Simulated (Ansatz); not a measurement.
# Relaxing Hf2B

The calculation used DFT PBE, scalar-relativistic, plane waves, PAW (Ansatz 0.2.0). Cutoff 420 eV, Γ-centred k mesh, Gaussian smearing, no spin polarisation in the final step.

Hf2B was placed on the MoSi2 (C11b) structure type (I4/mmm, No. 139), with B in place of Mo, Hf in place of Si, at a guessed volume.

```xyz
3
Lattice="-1.6488 1.6488 4.0448 1.6488 -1.6488 4.0448 1.6488 1.6488 -4.0448" Properties=species:S:1:pos:R:3 pbc="T T T"
Hf    0.0000    0.0000    5.3796
Hf    0.0000    0.0000    2.7100
B     0.0000    0.0000    0.0000
```

Cell and atoms relax at zero pressure; the relaxation can't lower the symmetry of the start. After a coarse first stage the cell is made exact in the group found at 0.06 Å.

The zero of energy is the elements' standard structures at the same level; no fitted shifts are applied.

Problem. What does it relax into?

Solution. It keeps I4/mmm (No. 139), but not the shape of the type it started on. Conventional cell: a = 2.920 Å, c = 11.529 Å. Around Hf lie 4 B at 2.58 Å, 4 Hf at 2.92 Å, 1 Hf at 3.10 Å and 4 Hf at 3.37 Å; B is coordinated by 8 Hf at 2.58 Å and 4 B at 2.92 Å.

```xyz
3
Lattice="-1.4601 1.4601 5.7646 1.4601 -1.4601 5.7646 1.4601 1.4601 -5.7646" Properties=species:S:1:pos:R:3 pbc="T T T"
Hf    0.0000    0.0000    7.3127
Hf    0.0000    0.0000    4.2165
B     0.0000    0.0000    0.0000
```

Problem. What are its volume, energy, density and gap?

Solution. The volume per atom is 16.39 Å³, the density is 12.42 g/cm³ and the energy over the elements is 0.03 eV/atom. The gap on the 22×22×22 mesh is 0 eV (a metal).

The final run used a 22×22×22 mesh on its 3-atom cell and 0.10 eV smearing. For metals, differences of a few meV/atom aren't resolved. Spin–orbit coupling is left out. A structure relaxed within its symmetry needn't be a true minimum. The steps took of the order of 18 core-minutes in all.